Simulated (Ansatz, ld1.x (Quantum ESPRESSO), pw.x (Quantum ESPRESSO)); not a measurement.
iridium (Ir): one change to the TM potential, in the atom and in the diamond crystal

ld1.x (Quantum ESPRESSO) 7.5 input, shortened:

```
&input
   title='Ir', zed=77., rel=1, dft='PBE', iswitch=3,
   config='[Xe] 4f14 5d7 6s1 6p1'
 /
 &inputp
   pseudotype=2, tm=.true., lloc=0,
   nlcc=.false.
 /
3
6P  2  1   1.00   0.00  3.70  3.70  0.0
5D  3  2   7.00   0.00  1.85  1.85  0.0
6S  1  0   1.00   0.00  1.85  1.85  0.0
 &test
   configts(1)='5d7 6s1 6p1'
 /
```

Change: local potential the p channel.

Cutoffs, loose and tight: the cutoffs (Ry, on a coarse ladder) from which the occupation-weighted sum of valence levels, in a spherical-Bessel basis at the reference potential, stays within 10 and 1 mRy of its value at 400 Ry. They do not see the model core or the augmentation charge, which bear on the density cutoff. Test errors are all-electron minus pseudo excitation energies from the reference, over the configurations 5d7 6s2 6p0; 5d7 6s1 6p0; 5d7 6s0 6p0; 5d8 6s1 6p0; 5d6 6s0 6p0; 5d7 6s1.5 6p0; 5d7 6s0 6p2; variants that change the core or the reference have their own tests.

Crystal test: diamond Ir in pw.x 7.5, no spin, 8³ k-points, Fermi–Dirac smearing 0.01 Ry, cutoffs set for each file from its atomic test. The reference is all-electron LAPW (Ansatz 0.2.0) with the same functional, mesh and smearing; V0 and B0 come from Birch–Murnaghan fits to the pressures at five volumes. Errors are pseudo minus all-electron; Δ is the rms difference of the E(V) curves that follow from these fits, minima aligned, over ±6 % about the mean V0. Mesh and smearing are coarse, so the numbers serve the comparison and aren't converged zero-temperature values; the lattice is a test structure that the element need not adopt.

All-electron: a0 = 5.571 Å (V0 = 21.61 Å³/atom), B0 = 182.3 GPa.

Question: Does the change bring the crystal closer to the all-electron result?

Answer: The mean pressure error goes from +7.13 to +18.83 GPa, so the change moves the solid further from the all-electron pressures.

```csv
quantity,base,changed
outcome (atom),generated,generated
"cutoff, loose (atom)",40 Ry,40 Ry
"cutoff, tight (atom)",70 Ry,70 Ry
bound ghosts (atom),none,none
largest test error (meV) (atom),-41,-81 over the solved tests; 1 of 7 tests not solved or not reliable
cutoffs in pw.x (Ry),85/340,85/340
a0 (Å),5.640,–
a0 error (%),+1.24,–
B0 error (%),-5.2,–
Δ (meV/atom),31.6,–
mean pressure error (GPa),+7.13,+18.83
```

A dash: not determined, or the minimum lies outside the volumes sampled.

Base: The largest radius (3.70 bohr) exceeds half the bond length (2.28 bohr), so the spheres overlap, which is one possible source of error among others. This is a poor potential for the solid. Changed file: The largest radius (3.70 bohr) exceeds half the bond length (2.28 bohr), so the spheres overlap, which is one possible source of error among others. This is a poor potential for the solid. Atomic configuration tests: 1 of 7 tests not solved or not reliable.
